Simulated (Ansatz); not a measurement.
Computed with Ansatz, DFT PBE, scalar-relativistic, plane waves, PAW. All cells share a 420 eV cutoff and Γ-centred k meshes spaced at most about 0.3 Å⁻¹ (about 0.25 or finer for metals, 2π included). No spin polarisation.

These are static total energies at zero pressure.

Two relaxed structures of Be₇S:

A. Space group Cmmm (No. 65), orthorhombic, a = 4.418 Å, b = 4.949 Å, c = 7.007 Å. Be on a site of symmetry m2m is surrounded by 10 Be at 2.16–2.21 Å, 1 Be at 2.36 Å and 1 Be at 2.59 Å; Be on a site of symmetry m is surrounded by 9 Be at 2.15–2.48 Å, 1 S at 2.38 Å and 1 Be at 2.83 Å; Be on a site of symmetry mmm has 2 S at 2.21 Å, 4 Be at 2.35 Å and 2 S at 2.47 Å; S has 2 Be at 2.21 Å and 6 Be at 2.38–2.47 Å.

B. Space group P1 (No. 1), triclinic, a = 3.588 Å, b = 4.509 Å, c = 5.301 Å, α = 85.7°, β = 70.5°, γ = 88.8°. Be on its first site has 10 Be at 2.12–2.37 Å; around Be on its second site lie 10 Be at 2.10–2.37 Å; Be on its third site is surrounded by 1 S at 2.13 Å, 7 Be at 2.17–2.40 Å and 1 S at 2.69 Å; around Be on its fourth site lie 1 S at 2.11 Å, 6 Be at 2.12–2.27 Å, 1 Be at 2.56 Å and 2 Be at 2.71–2.74 Å; around S lie 5 Be at 2.09–2.17 Å and 1 Be at 2.69 Å; 3 more sites not described.

Task: Which form is favoured at zero pressure, and by what margin per atom?

Result: They are level within the accuracy (1 meV/atom apart, with B the lower in these runs). A has space group Cmmm (No. 65), 9.6 Å³/atom and no gap on its mesh; B has space group P1 (No. 1), 10.1 Å³/atom and no gap. Counting Be atoms around S (those within 1.25 times the shortest such distance or 1.15 times the sum of covalent radii), A has S 8 and B has S 5. Even the lower one lies +0.16 eV/atom against the reference forms of the elements (uncorrected), so neither is stable at this level. Both come from invented guesses. The lowest form computed isn't among them: it has space group Amm2 (No. 38), 9.8 Å³/atom and lies 25 meV/atom below the best shown.

For metals, differences of a few meV/atom aren't resolved. Cells relaxed within their symmetry can be saddle points. Some types were kept out of the candidates beforehand, so the set may lack a known form.
